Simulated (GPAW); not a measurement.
Input of a GPAW 26.7.0 run:

The input run.py:

```python
from ase import Atoms
from ase.dft.bandgap import bandgap
from ase.io import write
from ase.units import Bohr, GPa
from gpaw import GPAW, PW
from gpaw.elf import elf_from_dft_calculation

atoms = Atoms(['Cs', 'I', 'I', 'I', 'Sn'],
              cell=[[6.2057, 0.0, 0.0],
                    [0.0, 6.2057, 0.0],
                    [0.0, 0.0, 6.2057]],
              scaled_positions=[[0.0, 0.0, 0.0],
                                [0.5, 0.5, 0.0],
                                [0.5, 0.0, 0.5],
                                [0.0, 0.5, 0.5],
                                [0.5, 0.5, 0.5]],
              pbc=True)

calc = GPAW(mode=PW(600),
            xc='PBE',
            kpts={'size': (5, 5, 5), 'gamma': True},
            occupations={'name': 'fermi-dirac', 'width': 0.05},
            nbands=37,
            convergence={'density': 1e-05, 'energy': 1e-05},
            maxiter=150,
            txt='gpaw.txt')
atoms.calc = calc
energy = atoms.get_potential_energy()
forces = atoms.get_forces()
stress = atoms.get_stress()
calc.write('gs.gpw')
write('result.traj', atoms)
print(f'Energy: {energy:.6f} eV')
print('Forces (eV/A):')
print(forces.round(4))
print('Stress (GPa):', (stress / GPa).round(3))
print('Fermi level:', round(calc.get_fermi_level(), 4), 'eV')
print(f'Gap: {bandgap(calc)[0]:.4f} eV, direct: {bandgap(calc, direct=True)[0]:.4f} eV')

# fields on the real-space grid
write('density.cube', atoms, data=calc.get_pseudo_density() * Bohr**3)
write('potential.cube', atoms, data=calc.get_electrostatic_potential())
write('elf.cube', atoms, data=elf_from_dft_calculation(calc).data)
```

Potentials or basis: GPAW PAW data sets (gpaw-data 1.2.1), pw.

Launch:

```console
$ OMP_NUM_THREADS=1 python run.py
```

**Question.** Predict the band gap on the k mesh.

**Answer.** 1.74 eV, direct.

**Question.** Estimate the pressure.

**Answer.** 0.5 GPa.

Caveat: spin-orbit coupling is left out, which moves the levels of the heavy elements; an odd mesh through Γ misses points on the zone boundary, where band edges often lie; the cell was measured hot, at 500 K.
